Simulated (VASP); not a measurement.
The system is ZnAu.

```
Au Zn
1.0
     3.14700    0.00000    0.00000
     0.00000    3.14700    0.00000
     0.00000    0.00000    3.14700
Au Zn
1 1
Cartesian
  0.0000 0.0000 0.0000
  1.5735 1.5735 1.5735
```

Program: VASP 6.6.1. Alike in all runs: cell as given. Hardware: 1 thread of Intel(R) Xeon(R) Platinum 8259CL CPU @ 2.50GHz (Skylake/Cascade Lake), with other jobs on the host.

Q: Order these runs on this cell by their wall time, lowest first.
A. task single point; level LDA; potentials or basis VASP PAW LDA potentials, release 64 (Au, Zn); spin off; k mesh 8 × 8 × 8; cutoff (eV) 500; smearing gaussian 0.05 eV; further INCAR settings ALGO = Normal; EDIFF = 1e-06
B. task electric field gradients; level vdW-DF; potentials or basis VASP PAW PBE potentials, release 54 (Au, Zn); spin off; k mesh 8 × 8 × 8; cutoff (eV) 520; smearing methfessel-paxton 0.1 eV; further INCAR settings ALGO = VeryFast; EDIFF = 1e-08; other keys ALGO = VeryFast
C. task band structure; level r2SCAN+D3(BJ); potentials or basis VASP PAW PBE potentials, release 64 (Au, Zn); spin SOC, no magnetisation; k mesh 6 × 6 × 6; cutoff (eV) 500; smearing methfessel-paxton 0.1 eV; further INCAR settings ALGO = Normal; EDIFF = 1e-07

A: A (6.6 s), B (33 s), C (270 s).
